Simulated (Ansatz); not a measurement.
# BP: the cost of one run

Program: Ansatz 0.2.0. Level of theory: DFT PBEsol, scalar-relativistic, plane waves, PAW. These are calculated values, not measurements.

**1. The structure to begin with**

It takes space group F-43m (No. 216, cubic). The conventional cell has a = 4.532 Å, b = 4.532 Å, c = 4.532 Å, α = 90.00°, β = 90.00°, γ = 90.00°. B (site symmetry -43m) has 4 P at 1.96 Å as nearest neighbours. P (site symmetry -43m) is surrounded by 4 B at 1.96 Å.

As a file:

```cif
data_structure
_symmetry_space_group_name_H-M 'F-43m'
_symmetry_Int_Tables_number 216
_cell_length_a 4.5321
_cell_length_b 4.5321
_cell_length_c 4.5321
_cell_angle_alpha 90.000
_cell_angle_beta 90.000
_cell_angle_gamma 90.000
_cell_volume 93.09
loop_
_atom_site_label
_atom_site_type_symbol
_atom_site_symmetry_multiplicity
_atom_site_Wyckoff_symbol
_atom_site_fract_x
_atom_site_fract_y
_atom_site_fract_z
_atom_site_occupancy
B1 B 4 a 0.00000 0.00000 0.00000 1
P1 P 4 d 0.25000 0.25000 0.75000 1
```

Source of the structure: the Materials Project (structure only).

(A quick probe on a coarse mesh, which set the mesh and smearing, is not shown.)

**3. The relaxation**

Contents of input.yaml:

```yaml
crystal:
  lattice:
    - [0.0, 2.2660723845, 2.2660723845]
    - [2.2660723845, 0.0, 2.2660723845]
    - [2.2660723845, 2.2660723845, 0.0]
  atoms:
    - { symbol: B, position: [0.0, 0.0, 0.0] }
    - { symbol: P, position: [0.25, 0.25, 0.25] }
basis:
  ecutwfc: 420
kpoints:
  mp_grid: { grid: [10, 10, 10] }
hamiltonian:
  xc: pbesol
scf:
  occupations: { method: gaussian, width: 0.02 }
output:
  forces: true
  stress: true
  eigenvalues: true
  write_density: true
  write_potential: true
  elf: true
  volumetric_format: npy
relax:
  adjacent_minimum: "off"
  f_tol: 0.005
  max_steps: 80
  cell: { stress_tol: 0.05 }
```

On the command line:

```console
ansatz run input.yaml --threads 1 --pin off --max-ram 2560MiB --backend cpu --events-out ev --progress --plain --runs-dir out
```

What time and memory should one allow on 1 thread of Arm Neoverse V2, shared host?

About 4.7 s, with a peak of 0.28 GiB.
